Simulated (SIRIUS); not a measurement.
# Sb (Pm-3m) in SIRIUS: reference runs

Reference runs on Sb: the cell as given.

Everything below comes from runs of SIRIUS 7.10.0. Logs are shortened: lines on timing, memory, paths and dates and some standing lists are left out, and cuts for length are marked. The log counts tension as positive stress, the text compression.

## 1. The crystal as given

Symmetry: Pm-3m, No. 221, cubic system. The conventional cell has a = 4.578 Å, b = 4.578 Å, c = 4.578 Å, α = 90.00°, β = 90.00°, γ = 90.00°. Sb (site symmetry 4/mmm) is surrounded by 8 Sb at 3.24 Å.

The cell was built by a generator and needn't be a form met in nature.

## 2. Single point, PBE

sirius.json

```json
{
  "control": {
    "processing_unit": "cpu",
    "verbosity": 2,
    "num_bands_to_print": 32,
    "print_forces": true,
    "print_stress": true
  },
  "parameters": {
    "electronic_structure_method": "pseudopotential",
    "xc_functionals": ["XC_GGA_X_PBE", "XC_GGA_C_PBE"],
    "gk_cutoff": 9.0,
    "pw_cutoff": 18.0,
    "ngridk": [6, 6, 6],
    "shiftk": [0, 0, 0],
    "smearing": "fermi_dirac",
    "smearing_width": 0.0018374661,
    "num_bands": 32,
    "num_mag_dims": 0,
    "num_dft_iter": 100,
    "energy_tol": 1e-08,
    "density_tol": 1e-06
  },
  "iterative_solver": {
    "type": "davidson",
    "min_tolerance": 1e-09,
    "tolerance_scale": [0.1, 0.25]
  },
  "mixer": {
    "type": "anderson",
    "beta": 0.7,
    "max_history": 8
  },
  "settings": {
    "tol_ne": 1e-10,
    "pseudo_grid_cutoff": 6.5
  },
  "unit_cell": {
    "lattice_vectors": [
      [8.652016575293, 0.0, 0.0],
      [0.0, 8.652016575293, 0.0],
      [0.0, 0.0, 8.652016575293]
    ],
    "atom_coordinate_units": "lattice",
    "atom_types": ["Sb"],
    "atom_files": {
      "Sb": "Sb.json"
    },
    "atoms": {
      "Sb": [
        [0.5, 0.5, 0.0],
        [0.5, 0.0, 0.5],
        [0.0, 0.5, 0.5]
      ]
    }
  }
}
```

Potentials or basis: PseudoDojo 0.4.1 PBE standard (scalar relativistic).

Started as:

```
upf_to_json Sb.upf
OMP_NUM_THREADS=1 sirius.scf --input=sirius.json --output=out.json --task=0
```

The program printed:

```text
[info] SIRIUS version : 7.10.0
[info] number of MPI ranks           : 1
[info] MPI grid                      : 1 1
[info] maximum number of OMP threads : 1
[fft] FFT context for density and potential
[fft] =====================================
[fft]   comm size                             : 1
[fft]   plane wave cutoff                     : 18
[fft]   grid size                             : 54 54 54   total : 157464
[fft]   grid limits                           : -26 27   -26 27   -26 27
[fft]   number of G-vectors within the cutoff : 31995
[fft]   local number of G-vectors             : 31995
[fft]   number of G-shells                    : 1644
[fft] FFT context for coarse grid
[fft] =====================================
[fft]   comm size                             : 1
[fft]   plane wave cutoff                     : 18
[fft]   grid size                             : 54 54 54   total : 157464
[fft]   grid limits                           : -26 27   -26 27   -26 27
[fft]   number of G-vectors within the cutoff : 31995
[fft]   local number of G-vectors             : 31995
[fft]   number of G-shells                    : 1644
[unit cell] lattice vectors
[unit cell]   a1 :       8.6520165753      0.0000000000      0.0000000000
[unit cell]   a2 :       0.0000000000      8.6520165753      0.0000000000
[unit cell]   a3 :       0.0000000000      0.0000000000      8.6520165753
[unit cell] reciprocal lattice vectors
[unit cell]   b1 :       0.7262105028      0.0000000000      0.0000000000
[unit cell]   b2 :       0.0000000000      0.7262105028      0.0000000000
[unit cell]   b3 :       0.0000000000      0.0000000000      0.7262105028
[unit cell] unit cell volume :       647.66738615 [a.u.^3]
[unit cell] 1/sqrt(omega)    :         0.03929380
[unit cell] MT volume        :         0.00000000 ( 0.00%)
[unit cell] IT volume        :       647.66738615 (100.00%)
[unit cell] number of atom types : 1
[unit cell] type id : 0 symbol : Sb mt_radius :  14.330000 num_atoms : 3
[unit cell] total number of atoms : 3
[unit cell] number of symmetry classes : 1
[unit cell] number of PAW atoms : 0
[unit cell] atom id  type id  class id             position                      vector_field
[unit cell] ------------------------------------------------------------------------------------------
[unit cell]      0        0        0      0.50000   0.50000   0.00000      0.00000   0.00000   0.00000
[unit cell]      1        0        0      0.50000   0.00000   0.50000      0.00000   0.00000   0.00000
[unit cell]      2        0        0      0.00000   0.50000   0.50000      0.00000   0.00000   0.00000
[unit cell] atom id         position (Cartesian, a.u.)
[unit cell] ---------------------------------------------
[unit cell]      0       4.326008    4.326008    0.000000
[unit cell]      1       4.326008    0.000000    4.326008
[unit cell]      2       0.000000    4.326008    4.326008
[unit cell] class id : 0 atom id : 0 1 2
[unit cell] minimum bond length:     6.117900
[unit cell] total number of pseudo wave-functions: 27
[sym] space group number   : 221
[sym] international symbol : Pm-3m
[sym] Hall symbol          : -P 4 2 3
[... 254 lines left out ...]
[diagonalize] ik:    3   -0.726432   -0.725113   -0.723875   -0.723749   -0.723749   -0.723534   -0.723534   -0.723528   -0.722780   -0.722520   -0.722417   -0.722213   -0.722213   -0.721402   -0.720540   -0.064312   -0.012282    0.104250    0.243221    0.243221    0.317934    0.317934    0.332204    0.337571    0.338705    0.464415    0.464415    0.576795    0.592786    0.611232    0.650020    0.678191
[diagonalize] ik:    4   -0.726233   -0.726064   -0.726047   -0.725711   -0.723499   -0.723279   -0.723074   -0.722879   -0.722478   -0.722295   -0.722170   -0.721378   -0.721030   -0.720858   -0.720608   -0.091749    0.057955    0.079411    0.213168    0.218010    0.267497    0.332109    0.374513    0.397334    0.428967    0.444641    0.452148    0.482142    0.603823    0.632305    0.633565    0.634271
[diagonalize] ...
[diagonalize] ik:   15   -0.725026   -0.725026   -0.724691   -0.724118   -0.724118   -0.723647   -0.723441   -0.723284   -0.723053   -0.723053   -0.722215   -0.721813   -0.721614   -0.721199   -0.721199   -0.005445    0.008556    0.008556    0.188695    0.204382    0.266723    0.266723    0.376218    0.421028    0.421028    0.485563    0.507181    0.534221    0.641670    0.662978    0.662978    0.688603
[diagonalize] ik:   16   -0.725559   -0.724971   -0.724971   -0.724250   -0.724250   -0.723741   -0.723596   -0.723322   -0.722725   -0.722725   -0.721971   -0.721971   -0.721424   -0.721424   -0.720586   -0.031062    0.030693    0.030693    0.157123    0.230627    0.230627    0.246438    0.419776    0.419776    0.472450    0.485903    0.513257    0.513257    0.600102    0.663299    0.663299    0.684007
[diagonalize] ik:   17   -0.725364   -0.725023   -0.724784   -0.724634   -0.724474   -0.723900   -0.723474   -0.723345   -0.722903   -0.722668   -0.721977   -0.721871   -0.721332   -0.720979   -0.720736   -0.012503    0.012246    0.035575    0.155131    0.212217    0.214665    0.239396    0.428734    0.456034    0.481487    0.495660    0.500143    0.508614    0.650627    0.683041    0.686069    0.709895
[diagonalize] ik:   18   -0.725164   -0.725164   -0.725121   -0.724531   -0.724531   -0.724362   -0.723575   -0.722990   -0.722868   -0.722868   -0.721930   -0.721818   -0.720896   -0.720807   -0.720807    0.010572    0.017270    0.017270    0.145000    0.194328    0.216569    0.216569    0.439422    0.465744    0.500155    0.500155    0.512231    0.537417    0.694764    0.694764    0.704057    0.744244
[diagonalize] ik:   19   -0.725279   -0.725279   -0.725279   -0.724626   -0.724626   -0.724626   -0.723689   -0.722822   -0.722822   -0.722822   -0.721821   -0.721821   -0.720632   -0.720632   -0.720632    0.022370    0.022370    0.022370    0.118490    0.197408    0.197408    0.197408    0.422737    0.514965    0.514965    0.539078    0.539078    0.539078    0.716836    0.716836    0.716836    0.745788
[find] Charges and magnetic moments
[find] --------------------------------------------------------------------------------
[find] total charge          : 45.000000
[find] Energy
[find] --------------------------------------------------------------------------------
[find] valence_eval_sum               :     -19.30090988
[find] <rho|V^{XC}>                   :     -41.58995119
[find] <rho|E^{XC}>                   :     -68.19149888
[find] <mag|B^{XC}>                   :       0.00000000
[find] <rho|V^{H}>                    :     141.61479187
[find] one-electron contribution      :    -119.32575056 (Ha),    -238.65150112 (Ry)
[find] hartree contribution           :      70.80739593
[find] xc contribution                :     -68.19149888
[find] ewald contribution             :    -156.12428864
[find] PAW contribution               :       0.00000000
[find] smearing (-TS)                 :      -0.00122927
[find] SCF correction                 :      -0.00000372
[find] Total energy                   :    -272.83414587 (Ha),    -545.66829174 (Ry)
[find] Free energy (E-TS)             :    -272.83537513 (Ha),    -545.67075027 (Ry)
[find] band gap (eV)                  :       0.00000000
[find] Efermi                         :       0.34400496
[find] iteration : 9, RMS : 4.423860776009e-08, energy difference : -7.652886324649e-09
[find] Hartree energy of density residual : 3.920729654602e-14
[find] bands are converged : true
[find] iterative solver converged : true
[find] converged after 10 SCF iterations!
[find] Charges and magnetic moments
[find] --------------------------------------------------------------------------------
[find] total charge          : 45.000000
[find] Energy
[find] --------------------------------------------------------------------------------
[find] valence_eval_sum               :     -19.30090988
[find] <rho|V^{XC}>                   :     -41.58995119
[find] <rho|E^{XC}>                   :     -68.19149888
[find] <mag|B^{XC}>                   :       0.00000000
[find] <rho|V^{H}>                    :     141.61479187
[find] one-electron contribution      :    -119.32575056 (Ha),    -238.65150112 (Ry)
[find] hartree contribution           :      70.80739593
[find] xc contribution                :     -68.19149888
[find] ewald contribution             :    -156.12428864
[find] PAW contribution               :       0.00000000
[find] smearing (-TS)                 :      -0.00122927
[find] SCF correction                 :      -0.00000372
[find] Total energy                   :    -272.83414587 (Ha),    -545.66829174 (Ry)
[find] Free energy (E-TS)             :    -272.83537513 (Ha),    -545.67075027 (Ry)
[find] band gap (eV)                  :       0.00000000
[find] Efermi                         :       0.34400496
[ground_state] === stress tensor components [kbar] ===
[ground_state] === stress_kin ===
[ground_state] -48369.426059    0.000000    0.000000
[ground_state]     0.000000-48369.426059    0.000000
[ground_state]     0.000000    0.000000-48369.426059
[ground_state] === stress_har ===
[ground_state] -10721.682574    0.000000    0.000000
[ground_state]     0.000000-10721.682574   -0.000000
[ground_state]     0.000000   -0.000000-10721.682574
[ground_state] === stress_ewald ===
[ground_state] 23640.398617   -0.000000    0.000000
[ground_state]    -0.00000023640.398617   -0.000000
[ground_state]     0.000000   -0.00000023640.398617
[ground_state] === stress_vloc ===
[ground_state]  8120.880477   -0.000000    0.000000
[ground_state]    -0.000000 8120.880477   -0.000000
[ground_state]     0.000000   -0.000000 8120.880477
[ground_state] === stress_xc ===
[ground_state] -11739.196600    0.000000   -0.000000
[ground_state]     0.000000-11739.196600    0.000000
[ground_state]    -0.000000    0.000000-11739.196600
[ground_state] === stress_core ===
[ground_state] 18177.110927    0.000000    0.000000
[ground_state]     0.00000018177.110927    0.000000
[ground_state]     0.000000    0.00000018177.110927
[ground_state] === stress_nonloc ===
[ground_state] 20890.871260    0.000000    0.000000
[ground_state]     0.00000020890.871260    0.000000
[ground_state]     0.000000    0.00000020890.871260
[ground_state] === stress_us_nl ===
[ground_state] 20890.871260    0.000000    0.000000
[ground_state]     0.00000020890.871260    0.000000
[ground_state]     0.000000    0.00000020890.871260
[ground_state] === stress_total ===
[ground_state]    -1.043952   -0.000000    0.000000
[ground_state]    -0.000000   -1.043952    0.000000
[ground_state]     0.000000    0.000000   -1.043952
[ground_state] ==== total Forces in Ha/bohr =====
[ground_state] atom:    0, force:       0.0000000      0.0000000      0.0000000
[ground_state] atom:    1, force:       0.0000000      0.0000000      0.0000000
[ground_state] atom:    2, force:       0.0000000      0.0000000      0.0000000
[ground_state] ==== ultrasoft contribution from Qij =====
[ground_state] atom:    0, force:       0.0000000      0.0000000      0.0000000
[ground_state] atom:    1, force:       0.0000000      0.0000000      0.0000000
[ground_state] atom:    2, force:       0.0000000      0.0000000      0.0000000
[ground_state] ==== non-local contribution from Beta-projector =====
[ground_state] atom:    0, force:       0.0000000      0.0000000      0.0000000
[ground_state] atom:    1, force:       0.0000000      0.0000000      0.0000000
[ground_state] atom:    2, force:       0.0000000      0.0000000      0.0000000
[ground_state] ==== contribution from local potential =====
[ground_state] atom:    0, force:       0.0000000      0.0000000      0.0000000
[ground_state] atom:    1, force:       0.0000000      0.0000000      0.0000000
[ground_state] atom:    2, force:       0.0000000      0.0000000      0.0000000
[ground_state] ==== contribution from core density =====
[ground_state] atom:    0, force:       0.0000000      0.0000000      0.0000000
[ground_state] atom:    1, force:       0.0000000      0.0000000      0.0000000
[ground_state] atom:    2, force:       0.0000000      0.0000000      0.0000000
[ground_state] ==== Ewald forces from ions =====
[ground_state] atom:    0, force:       0.0000000      0.0000000      0.0000000
[ground_state] atom:    1, force:       0.0000000      0.0000000      0.0000000
[ground_state] atom:    2, force:       0.0000000      0.0000000      0.0000000
[~DFT_ground_state] local op. applied: 16613
[~DFT_ground_state] evp. work count: 2118.25
[~DFT_ground_state] number of iterative solver steps: 1241
```

It took 1.8 min on 1 thread of Arm Neoverse V2, shared host; peak memory 0.56 GiB.

What came out:

| Property | Result |
| --- | --- |
| Free energy | -7424.2288 eV |
| Pressure | 0.1 GPa |
| Band gap on the k mesh | none (metal or under the smearing width) |
